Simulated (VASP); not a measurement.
A run of VASP 6.6.1:

The input INCAR:

```
PREC     = Accurate       # precision mode
ENCUT    = 520            # plane-wave cutoff, eV
EDIFF    = 1E-6           # SCF threshold, eV
ISMEAR   = 0              # smearing method
SIGMA    = 0.1            # smearing width, eV
LREAL    = False          # projectors in reciprocal space
LASPH    = True           # aspherical terms in the spheres
NELM     = 60             # most SCF steps
ALGO     = Normal         # electronic algorithm
ISIF     = 2              # what is computed and relaxed
LWAVE    = False          # write WAVECAR
LCHARG   = False          # write CHGCAR
GGA      = PE             # functional
NBANDS   = 11             # bands
```

The input KPOINTS:

```
Automatic mesh
0
Gamma
  8 8 8
```

Contents of POSCAR:

```
AlN
1.0
    0.0000000000      2.0877279020      2.0877279020
    2.0877279020      0.0000000000      2.0877279020
    2.0877279020      2.0877279020      0.0000000000
Al N
1 1
Direct
    0.0000000000      0.0000000000      0.0000000000
    0.5000000000      0.5000000000      0.5000000000
```

Potentials or basis: VASP PAW PBE potentials, release 64 (Al, N).

Run with:

```console
$ cat potpaw_PBE.64/Al/POTCAR potpaw_PBE.64/N/POTCAR > POTCAR
$ mpirun -np 1 vasp_std > vasp.out
```

Hardware: 1 thread of Intel(R) Xeon(R) Platinum 8488C (Sapphire Rapids), on a shared host.

Q: How long does it take, and how much memory?

A: It took 6.9 s on 1 thread of Intel(R) Xeon(R) Platinum 8488C (Sapphire Rapids) (shared host), peak memory 0.13 GiB. Counts: scf iterations 12, k points 29.
